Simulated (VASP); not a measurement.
# NiO under changes of volume

One of the cells (9.292 Å³/atom); the others are scaled copies at fixed shape and fractional positions:

```
Ni O
1.0
     2.80149    0.00000    0.00000
    -1.40075    2.42616    0.00000
     0.00000    0.00000    2.73412
Ni O
1 1
Cartesian
  0.0000 0.0000 0.0000
  1.4007 0.8087 1.3671
```

Measurements of this composition are mostly on another form, of space group No. 225.

| Item | Value |
| --- | --- |
| Program | VASP 6.6.1 |
| Functional | PBE |
| Potentials or basis | VASP PAW PBE potentials, release 64 (Ni, O) |
| Cutoff | 520 eV |
| k mesh | 11 × 11 × 10 |
| Occupations | fermi-dirac, width 0.05 eV |
| Spin | collinear spin, ferromagnetic start |
| Starting moments | [1.0, 0.0] μB |

```tsv
volume (Å³/atom)	energy over the lowest point (meV/atom)	pressure (GPa)	moment (μB per cell)
8.563	?	?	?
8.745	25.19	13.3	1.68
8.927	12.03	8.9	1.78
9.292	0.00	1.1	1.89
9.474	0.33	-2.3	1.92
9.656	4.32	-5.2	1.95
```

Problem. What does the run at 8.563 Å³/atom give?

Solution. Energy over the lowest point 46.49 meV/atom; pressure 16.0 GPa; moment 1.13 μB per cell.

Worked out: A Birch-Murnaghan fit of order 3 (a polynomial in V^(-2/3)) to the other rows has its minimum at 9.37 Å³/atom with B0 = V·E''(V) = 177 GPa and B' = 3.9 at fixed shape and positions, which overstates the stiffness. It gives 43.79 meV/atom at 8.563 Å³/atom, against the run's 46.49, and -dE/dV = 18.9 GPa, against 16.0. A parabola through the other rows of the moment, of slope 0.606 μB per Å³/atom there, extrapolates to 1.58 μB, against the run's 1.13.

Energies are extrapolated to zero smearing.

Caveats: a cell with one magnetic atom can't hold antiferromagnetic order, which such compounds often take.
